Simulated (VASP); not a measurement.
**TePb in VASP 6.6.1, single-point calculation**

INCAR

```
NELM = 120
NSW = 0
ENCUT = 520
SIGMA = 0.01
GGA = PS
ISIF = 2
LWAVE = .FALSE.
ISMEAR = 0
AMIX = 0.2
LCHARG = .FALSE.
IBRION = -1
IMIX = 1
PREC = Accurate
EDIFF = 1E-7
NELECT = 20.1
LREAL = .FALSE.
LASPH = .TRUE.
NBANDS = 17
```

KPOINTS

```
KPOINTS created by Atomic Simulation Environment
0
Gamma
6 6 6
0 0 0
```

POSCAR

```
Pb Te
 1.0000000000000000
     0.0000000000000000    3.6414940559225757    3.6414940559225757
     3.6414940559225757   -0.0000000000000000    3.6414940559225757
     3.6414940559225757    3.6414940559225757   -0.0000000000000000
 Pb  Te
   1   1
Cartesian
 -0.0000000000000000 -0.0000000000000000  0.0000000000000000
  1.8207470279612878  1.8207470279612878  1.8207470279612878
```

The recommended PBE PAW datasets give the neutral cell 20 valence electrons.

Command

```
mpirun -np 1 vasp_std
```

OSZICAR

```
N       E                     dE             d eps       ncg     rms          rms(c)
DAV:   1     0.155569881411E+03    0.15557E+03   -0.86865E+03   544   0.104E+03
DAV:   2     0.416441253856E+01   -0.15141E+03   -0.14689E+03   570   0.278E+02
DAV:   3    -0.724236910452E+01   -0.11407E+02   -0.11363E+02   753   0.847E+01
DAV:   4    -0.756078864575E+01   -0.31842E+00   -0.31831E+00   663   0.176E+01
DAV:   5    -0.757131029012E+01   -0.10522E-01   -0.10522E-01   767   0.259E+00    0.381E+00
DAV:   6    -0.743983393066E+01    0.13148E+00   -0.12156E-01   760   0.199E+00    0.307E+00
DAV:   7    -0.738975656028E+01    0.50077E-01   -0.64930E-02   669   0.119E+00    0.245E+00
DAV:   8    -0.737110550681E+01    0.18651E-01   -0.20602E-02   717   0.618E-01    0.190E+00
DAV:   9    -0.736360621497E+01    0.74993E-02   -0.67410E-03   717   0.321E-01    0.152E+00
DAV:  10    -0.736043118112E+01    0.31750E-02   -0.28029E-03   643   0.196E-01    0.121E+00
...
DAV:  38    -0.735838952362E+01   -0.64818E-06   -0.80483E-08   472   0.113E-03    0.395E-03
DAV:  39    -0.735839002405E+01   -0.50043E-06   -0.62371E-08   463   0.101E-03    0.330E-03
DAV:  40    -0.735839040995E+01   -0.38590E-06   -0.48750E-08   458   0.913E-04    0.276E-03
DAV:  41    -0.735839070721E+01   -0.29726E-06   -0.37507E-08   462   0.798E-04    0.231E-03
DAV:  42    -0.735839093535E+01   -0.22815E-06   -0.29159E-08   446   0.712E-04    0.194E-03
DAV:  43    -0.735839111130E+01   -0.17594E-06   -0.22522E-08   468   0.619E-04    0.163E-03
DAV:  44    -0.735839124556E+01   -0.13427E-06   -0.17485E-08   440   0.550E-04    0.137E-03
DAV:  45    -0.735839134845E+01   -0.10288E-06   -0.13498E-08   448   0.476E-04    0.116E-03
DAV:  46    -0.735839142700E+01   -0.78556E-07   -0.10454E-08   429   0.424E-04
   1 F= -.73583914E+01 E0= -.73582751E+01  d E =-.232670E-03
```

Standard output (part)

```
POSCAR found type information on POSCAR PbTe
 POSCAR found :  2 types and       2 ions
 LDA part: xc-table for (Slater+PW92), standard interpolation
 POSCAR, INCAR and KPOINTS ok, starting setup
 WAVECAR not read
 entering main loop
```

From OUTCAR

```
k-points           NKPTS =     16   k-points in BZ     NKDIM =     16   number of bands    NBANDS=     17

   NELECT =      20.1000    total number of electrons

   dimension x,y,z NGX =    40 NGY =   40 NGZ =   40
   dimension x,y,z NGXF=    80 NGYF=   80 NGZF=   80

  energy-cutoff  :      520.00
  volume of cell :       96.58
      direct lattice vectors                 reciprocal lattice vectors
     0.000000000  3.641494056  3.641494056    -0.137306279  0.137306279  0.137306279
     3.641494056  0.000000000  3.641494056     0.137306279 -0.137306279  0.137306279
     3.641494056  3.641494056  0.000000000     0.137306279  0.137306279 -0.137306279

 k-points in reciprocal lattice and weights: KPOINTS created by Atomic Simulation Env
   0.00000000  0.00000000  0.00000000       0.005
   0.16666667  0.00000000  0.00000000       0.037
   0.33333333  0.00000000  0.00000000       0.037
   0.50000000  0.00000000  0.00000000       0.019
   0.16666667  0.16666667  0.00000000       0.028
   0.33333333  0.16666667  0.00000000       0.111
   0.50000000  0.16666667  0.00000000       0.111
  -0.33333333  0.16666667  0.00000000       0.111
   ...

 E-fermi :   3.6057

 k-point     1 :       0.0000    0.0000    0.0000
  band No.  band energies     occupation
      1     -14.1898      2.00000
      2     -14.1898      2.00000
      3     -14.1898      2.00000
      4     -14.1652      2.00000
      5     -14.1652      2.00000
      6      -8.7781      2.00000
      7      -3.6095      2.00000
      8       1.1748      2.00000
      9       1.1748      2.00000
     10       1.1748      2.00000
     11       4.1297      0.00000
     12       4.1297      0.00000
     13       4.1297      0.00000
     14       6.5049      0.00000
     15       9.6479      0.00000
     16       9.6479      0.00000
     17      10.4357      0.00000

 k-point     2 :       0.1667    0.0000    0.0000
  band No.  band energies     occupation
      1     -14.1922      2.00000
      2     -14.1885      2.00000
      3     -14.1885      2.00000
      4     -14.1652      2.00000
      5     -14.1652      2.00000
      6      -8.6371      2.00000
      7      -4.0132      2.00000
      8       1.0055      2.00000
      9       1.0055      2.00000
     10       1.0957      2.00000
     11       4.2942      0.00000
     12       4.4017      0.00000
     13       4.4017      0.00000
     14       7.4180      0.00000
     15       9.0409      0.00000
     16       9.0409      0.00000
     17       9.8962      0.00000

 k-point     3 :       0.3333    0.0000    0.0000
  band No.  band energies     occupation
      1     -14.1972      2.00000
      2     -14.1861      2.00000
      3     -14.1861      2.00000
      4     -14.1648      2.00000
      5     -14.1648      2.00000
      6      -8.2928      2.00000
      7      -4.8052      2.00000
      8       0.7322      2.00000
      9       0.7322      2.00000
     10       0.8080      2.00000
     11       4.8057      0.00000
     12       4.8057      0.00000
     13       5.3413      0.00000
     14       8.1387      0.00000
     15       9.1445      0.00000
     16       9.1445      0.00000
     17      10.1744      0.00000

 ...

  Total        0.2092564      0.2092564      0.2092564     -0.0000000      0.0000000      0.0000000
  in kB        3.4715268      3.4715268      3.4715268     -0.0000000      0.0000000      0.0000000
  external PRESSURE =       3.4715268 kB  Pullay stress =       0.0000000 kB

 POSITION                                       TOTAL-FORCE (eV/Angst)
 -----------------------------------------------------------------------------------
      0.00000      0.00000      0.00000        -0.000000     -0.000000     -0.000000
      1.82075      1.82075      1.82075         0.000000      0.000000      0.000000
 -----------------------------------------------------------------------------------
    total drift:                                0.000000      0.000000      0.000000

  FREE ENERGIE OF THE ION-ELECTRON SYSTEM (eV)
  ---------------------------------------------------
  free  energy   TOTEN  =        -7.3583914270 eV

  energy  without entropy=       -7.3581587573  energy(sigma->0) =       -7.35827509
```

It converged. Results: pressure 0.3 GPa.

The cell is charged and sits in a uniform background.

For comparison, a separate PBEsol run of the intended cell, on usual settings and not on those above, gives a gap of 0.68 eV on its mesh and a pressure of -0.8 GPa.

The run above took about 2.2 min on one core of a shared host (Intel Xeon Platinum 8488C) and held 0.23 GiB at most.
